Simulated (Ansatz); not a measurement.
# Pb (Fm-3m) in Ansatz: further runs

The runs below take Pb through single point, with PBE.

Program: Ansatz 0.2.0. These are calculated values, not measurements. Logs are shortened: lines on timing, memory, paths and dates and some standing lists are left out, and cuts for length are marked.

## (1) Starting point

The structure is cubic, space group Fm-3m (No. 225). Conventional cell: a = 4.950 Å, b = 4.950 Å, c = 4.950 Å, α = 90.00°, β = 90.00°, γ = 90.00°. Around Pb (site symmetry m-3m) lie 12 Pb at 3.50 Å.

## (2) Single point, PBE

The input, input.yaml:

```yaml
crystal:
  lattice:
    - [0.0, 2.47502, 2.47502]
    - [2.47502, 0.0, 2.47502]
    - [2.47502, 2.47502, 0.0]
  atoms:
    - { symbol: Pb, position: [0.0, 0.0, 0.0] }
hamiltonian:
  xc: pbe
  pseudopotentials: { kind: paw }
kpoints:
  mp_grid: { grid: [9, 9, 9] }
scf:
  occupations: { method: gaussian, width: 0.013 }
output:
  forces: true
  stress: true
  eigenvalues: true
```

Potentials or basis: Ansatz PAW.

Command:

```
ansatz run input.yaml --threads 2 --pin off --max-ram 5632MiB --backend cpu --events-out ev --progress --plain --runs-dir out
```

Output:

```text
Warning: RAYON_NUM_THREADS=2 ignored (pool sized by the plan → 2); use --threads N
Engine: ansatz 0.2.0, aarch64-unknown-linux-gnu
Pseudopotentials: kind: paw
Pseudopotential: Pb, paw, valence charge 14, recommended cutoff 420 eV (normal), Pb.paw.azcp
Functional definition: PBE
  parameter kappa = 0.804
  parameter beta = 0.06672455060314922
  exchange = pbe_x(kappa = kappa, mu = beta*pi^2/3)
  correlation = pbe_c(beta = beta)
Crystal: 1 atoms, lattice volume = 30.323 Å³
Basis set: ecut = 420 eV, 609 PW (Γ), exchange–correlation on 48×48×48 points (8 copies of the dense FFT grid, shifted against one another)
Bands: 11, of which v1, the nominal top of the filled ones, is band 7 counted from 1 (6 counted from 0)
Symmetry: 48 space group operations
Space group: Fm-3m (ITA 225), of the structure as read, at distance tolerance 3.1e-5 Å
k-points: 35 of 729
Non-local potential: Pb, projectors of the file, l = 0: 2, l = 1: 2, l = 2: 2, l = 3: 2
PAW form: soft (Blöchl's): semilocal exchange-correlation on the pseudo side does not see the compensation charge
PAW one-centre angular grid: Pb, 590 points (default); XC on 64 Gauss nodes
Initial density: superposition of atomic densities (neutral atoms: chi_scale 0, normalization atom), corrected by the library's trained network
Initial wavefunctions: pseudopotential atomic-orbital guess
Functional: x = pbe(κ = 0.804, μ = 0.2195149727645171), c = pbe(β = 0.06672455060314922)
SCF iter   1: F=—  HF=-11906.419249 eV  |F-HF|=—  |Δ(HF+E_count)|=         —  Δρ=4.30e-4  dr2=2.45e-5  ethr=1.77e-3  ⟨swp⟩=6.1  Hψ=2548  notcnv=0
preconditioner: auto → none  [insulator: Δε(μ)=0.230 eV  Ē_g=19.961 eV  σ=0.013 eV  W_gap=0.54  n_scr=8 (ndim 8)  ℏωp=25.2 eV  f_vac=0.000  D(μ)=2.84/eV (n_scr^D=26)  ε∞_Penn≈2.6]
SCF iter   2: F=—  HF=-11906.418931 eV  |F-HF|=—  |Δ(HF+E_count)|=   3.18e-4  Δρ=3.61e-4  dr2=2.23e-5  ethr=1.75e-7  ⟨swp⟩=3.8  Hψ=1276  notcnv=0  defer=7
SCF iter   3: F=—  HF=-11906.418936 eV  |F-HF|=—  |Δ(HF+E_count)|=   4.43e-6  Δρ=1.13e-4  dr2=1.41e-6  ethr=1.59e-7  ⟨swp⟩=2.1  Hψ=586  notcnv=0  defer=7
SCF iter   4: F=—  HF=-11906.418939 eV  |F-HF|=—  |Δ(HF+E_count)|=   3.33e-6  Δρ=2.99e-5  dr2=1.87e-7  ethr=1.01e-8  ⟨swp⟩=2.8  Hψ=584  notcnv=0  defer=7
iter 5 did not close the SCF: its close was put off for the readings that it lacked (scf_convergence_deferred on its scf_iter line)
SCF iter   5: F=-11906.418939 eV  HF=-11906.418939 eV  |F-HF|=2.86e-8  |Δ(HF+E_count)|=   1.93e-7  Δρ=8.12e-6  dr2=2.41e-8  ethr=1.34e-9  ⟨swp⟩=2.9  Hψ=612  notcnv=0  defer=7
SCF iter   6: F=-11906.418939 eV  HF=-11906.418939 eV  |F-HF|=3.66e-9  |Δ(HF+E_count)|=   1.03e-8  Δρ=2.79e-6  dr2=2.74e-9  ethr=1.72e-10  ⟨swp⟩=3.6  Hψ=1646  notcnv=0
SCF 1 converged in 6 iterations: F = -11906.418939 eV  dr2 = 2.74e-9
SCF converged after 6 iterations
Free energy (F): -11906.418939 eV
Harris-Foulkes:  -11906.418939 eV  (|F-HF|=3.66e-9)
Internal energy: -11906.418699 eV  (E = F + TS)
E sigma→0 (E₀):  -11906.418819 eV
Entropy (-TS):   -0.000240 eV (-0.240 meV/atom)
Fermi energy:    10.827609 eV
--- Per-component energies (eV) ---
  E_band       = -36.795443
  E_kinetic    = 289.072110
  E_local      = -1015.045913  (includes V_loc(G=0)·N_el)
  E_nonlocal   = 349.560560
  E_hartree    = 403.494160
  E_xc         = -220.887473
  E_vxc        = -132.643149  (∫ρ·V_xc dr)
  E_paw        = -10405.552439  (= ΣΔE_a)
  E_vpaw       = -334.725317  (= ΣTr[D̂ρ^β])
  E_aug_tail   = 0.000051  (compensation charges beyond the density's cutoff)
  E_ewald      = -1307.059754
  E_smearing   = -0.000240  (= −TS)
  E_closure    = -0.000000  (closes the sum)
  Σ components = -11906.418939   (vs F -11906.418939, Δ=0.00e0)
--- Forces (eV/Å), atoms counted from 1 ---
  atom   1  Pb    -0.00000000    -0.00000000    -0.00000000
  max |Σ_I F_I| component: 3.62e-31 eV/Å
--- Stress (GPa, compression-positive) ---
        2.248693      -0.000000       0.000000
        0.000000       2.248693       0.000000
        0.000000       0.000000       2.248693
  P = ⅓ Tr σ = 2.2487 GPa (22.487 kbar)
--- Band table (eV; the first three rows and the last of 35) ---
  k-point 0: bands = ["-6.1176", "-6.1176", "-6.1176", "-5.9773", "-5.9773", "-0.7829", "18.3848", "18.3848", "18.3848", "20.7165", "22.3108"]
  k-point 1: bands = ["-6.1181", "-6.1011", "-6.1011", "-5.9774", "-5.9774", "-0.5449", "16.0159", "18.1021", "18.1021", "20.3283", "23.2780"]
  k-point 2: bands = ["-6.1233", "-6.0816", "-6.0816", "-5.9548", "-5.9548", "0.1674", "12.5490", "17.5021", "17.5021", "19.9881", "22.8117"]
  k-point 34: bands = ["-6.1096", "-6.0959", "-6.0149", "-5.9243", "-5.8197", "4.1668", "9.1485", "10.0948", "11.7467", "21.2542", "22.3277"]
```

It took 0.56 s on 2 threads of Arm Neoverse V1, shared host; peak memory 0.27 GiB.

What came out:

- Free energy: -11906.4189 eV
- Pressure: 2.2 GPa
- Band gap on the k mesh: none (metal or under the smearing width)

Levels at points of the mesh, in eV from the Fermi level:
| k point | band 4 | band 5 | band 6 | band 7 | band 8 | band 9 | band 10 | band 11 |
| --- | --- | --- | --- | --- | --- | --- | --- | --- |
| (0.00, 0.00, 0.00) | -16.80 | -16.80 | -11.61 | 7.56 | 7.56 | 7.56 | 9.89 | 11.48 |

## (3) Single point, PBE

input.yaml: that of step 2 with these lines changed.

```diff
@@ -13,3 +13,3 @@
 scf:
-  occupations: { method: gaussian, width: 0.013 }
+  occupations: { method: gaussian, width: 0.014 }
 output:
@@ -18 +18,5 @@
   eigenvalues: true
+  write_density: true
+  write_potential: true
+  elf: true
+  volumetric_format: npy
```

Potentials or basis: Ansatz PAW.

Command:

```
ansatz run input.yaml --threads 2 --pin off --max-ram 5632MiB --backend cpu --events-out ev --progress --plain --runs-dir out
```

Wall time 0.71 s (2 threads of Arm Neoverse V1, shared host); peak memory 0.27 GiB.

The run converged. Its results:

- Free energy: -11906.4190 eV
- Pressure: 2.2 GPa
- Band gap on the k mesh: none (metal or under the smearing width)

Levels at points of the mesh, in eV from the Fermi level:
```csv
k point,band 4,band 5,band 6,band 7,band 8,band 9,band 10,band 11
"(0.00, 0.00, 0.00)",-16.80,-16.80,-11.61,7.56,7.56,7.56,9.89,11.48
```

## (4) Single point, PBE

input.yaml: that of step 3 with these lines changed.

```diff
@@ -13,3 +13,3 @@
 scf:
-  occupations: { method: gaussian, width: 0.014 }
+  occupations: { method: gaussian, width: 0.015 }
 output:
@@ -18,5 +18 @@
   eigenvalues: true
-  write_density: true
-  write_potential: true
-  elf: true
-  volumetric_format: npy
```

Command:

```
ansatz run input.yaml --threads 2 --pin off --max-ram 5632MiB --backend cpu --events-out ev --progress --plain --runs-dir out
```

Run time: 0.57 s. Hardware: 2 threads of Arm Neoverse V1, shared host; peak memory 0.27 GiB.

It converged, with:

- Free energy: -11906.4190 eV
- Pressure: 2.2 GPa
- Band gap on the k mesh: none (metal or under the smearing width)

Levels at points of the mesh, in eV from the Fermi level:
```tsv
k point	band 4	band 5	band 6	band 7	band 8	band 9	band 10	band 11
(0.00, 0.00, 0.00)	-16.80	-16.80	-11.61	7.56	7.56	7.56	9.89	11.48
```

The run has no spin-orbit coupling, so splittings on Pb are missing.

## (5) Overview

| smearing | gap on the mesh (eV) | pressure (GPa) |
| --- | --- | --- |
| gaussian 0.013 eV | none | 2.2 |
| gaussian 0.014 eV | none | 2.2 |
| gaussian 0.015 eV | none | 2.2 |

Alike in all rows: task single point; level PBE; potentials or basis Ansatz PAW; no spin polarisation; cell as given; k mesh 9 × 9 × 9; cutoff (eV) 420.

Every run on the cell as given and a fine mesh finds a metal.

Total energies depend on the potentials used, so only differences within one code and one set of settings carry meaning.
